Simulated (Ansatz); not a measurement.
All numbers below come from DFT PBE, scalar-relativistic, plane waves, PAW in Ansatz. Settings: cutoff 420 eV, Γ-centred meshes spaced at most about 0.3 Å⁻¹, and about 0.25 Å⁻¹ or finer for metals (2π included), Gaussian smearing. Spin is collinear in cells that carry moments; the others ran without spin or lost their moments.

Each guess is relaxed in cell and atoms at zero pressure, on a coarse mesh first where it starts far from rest and then on a converged one. The steps can't lower the symmetry of the start, but it can rise. Energies are static (0 K, no zero-point motion).

Two unrelaxed guesses for CoSi2:

A. (collinear spin from parallel moments)

Space group P6/mmm (No. 191). a = 3.686 Å, b = 3.686 Å, c = 8.403 Å, α = 90.00°, β = 90.00°, γ = 120.00°
```
atom  site  symmetry       x       y       z
  Co    2c      -6m2  0.3333  0.6667  0.0000
  Si    2e       6mm  0.0000  0.0000  0.7199
  Si    1b     6/mmm  0.0000  0.0000  0.5000
  Si    1a     6/mmm  0.0000  0.0000  0.0000
```

B. (collinear spin from parallel moments)

Space group P4mm (No. 99). a = 4.800 Å, b = 4.800 Å, c = 4.155 Å, α = 90.00°, β = 90.00°, γ = 90.00°
```
atom  site  symmetry       x       y       z
  Co    2c      2mm. 0.5000  0.0000  0.6118
  Si    4d       ..m  0.2825  0.2825  0.3084
```

Question: Where do they end, and which end is lower?

Answer: B ends lower, by 1.15 eV/atom. A: P6/mmm at 16.5 Å³/atom → P6/mmm at 21.8 Å³/atom; B: P4mm at 16.0 Å³/atom → P4/mmm at 13.0 Å³/atom. Counting Si atoms around Co (those within 1.25 times the shortest such distance or 1.15 times the sum of covalent radii), the end of A has Co 3 and the end of B has Co 8. The end of A holds Si–Si chains (shortest 2.35 Å); in the end of B the shortest Si–Si distance is 2.64 Å, near bonding range too. End of A. Conventional cell: a = 3.999 Å, c = 9.432 Å. Si on a site of symmetry 6mm has 2 Si at 2.35–2.36 Å; Si on a site of symmetry 6/mmm has 2 Si at 2.35 Å; Co has 3 Co at 2.31 Å and 3 Si at 2.31 Å; 1 more site not described. End of B. Conventional cell: a = 3.849 Å, c = 2.640 Å. Co has 8 Si at 2.33 Å and 2 Co at 2.64 Å; Si is surrounded by 4 Co at 2.33 Å and 6 Si at 2.64–2.72 Å.

Ends held by symmetry can be saddle points. Neither end is the lowest form computed: that has the fluorite type, space group Fm-3m (No. 225), is reached from a cell as deposited in COD and lies 0.35 eV/atom below the better end. The magnetic state reached may not be the lowest. Some candidate types were left out of the draw beforehand, so a known form may be missing.
